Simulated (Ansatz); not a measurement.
**Equation of state of zinc blende ZnSe**

How stiff is zinc blende ZnSe under hydrostatic load? Each row scales the relaxed cell evenly and relaxes the atoms. The phase is followed to these pressures whether or not it stays the stable one.

Calculated with Ansatz 0.2.0, PBEsol, PAW files of the set soft_1, cutoff 600 eV, Fermi–Dirac smearing 0.02 eV, k-mesh 9×9×9, no spin polarisation, no spin-orbit coupling.

Reference cell, relaxed at zero pressure with PBEsol (F-43m): a = 3.9833 Å, b = 3.9833 Å, c = 3.9833 Å, α = 60.00°, β = 60.00°, γ = 60.00°.

```csv
atom,x,y,z
Se,0.7500,0.7500,0.7500
Zn,0.0000,0.0000,0.0000
```

| V (Å³/atom) | V/V0 | P (GPa) | E − E0 (meV/atom) |
| --- | --- | --- | --- |
| 21.0051 | 0.9400 | 4.656 | 18.4 |
| 21.4520 | 0.9600 | 2.932 | 7.9 |
| 21.8989 | 0.9800 | 1.389 | 1.9 |
| 22.7927 | 1.0200 | −1.226 | 1.7 |
| 23.2396 | 1.0400 | −2.331 | 6.7 |

V0 = 22.3458 Å³ an atom, where the residual pressure P0 is +0.009 GPa. **Question.** Fit the Birch–Murnaghan law and give the pressure and the energy at V = 23.6865 Å³ an atom, a row left out above.

With the Eulerian strain f = ½[(V0/V)^(2/3) − 1] and F = (P − P0)/[3f(1 + 2f)^(5/2)], the third-order law is the line F = B0 + (3/2) B0 (B′ − 4) f.

| f | F (GPa) |
| --- | --- |
| 0.02106 | 66.36 |
| 0.01379 | 65.99 |
| 0.00678 | 65.60 |
| −0.00656 | 64.89 |
| −0.01290 | 64.53 |

A straight line through the 5 rows: the means are 0.004434 for f and 65.474 for F, Σ(Δx)² = 0.0007908 and ΣΔxΔy = 0.04264, so the slope is 0.04264/0.0007908 = 53.917 and the intercept 65.474 − (53.917)(0.004434) = 65.235.

Hence B0 = 65.2 GPa and B′ = 4 + (53.9)/(1.5 × 65.2) = 4.55. For the withheld volume f = −0.01905, F = 64.21 GPa and P = −3.32 GPa, an extrapolation past the fitted rows. The run itself gives −3.32 GPa, so the estimate misses by 0.00 GPa, a rounding's worth.

Integrating the same law gives E − E0 = (9/2) B0 V0 f²[1 + (B′ − 4) f] + P0(V0 − V), with 1 GPa Å³ = 6.2415 meV: 14.6 meV an atom. The run itself gives 14.6 meV, so the estimate misses by 0.0 meV, a rounding's worth.

[Logs are printed without paths, hosts, clocks, repeated set-up lines and the standing remarks that a program may print on its own settings, such as how far it seeks lower states.]
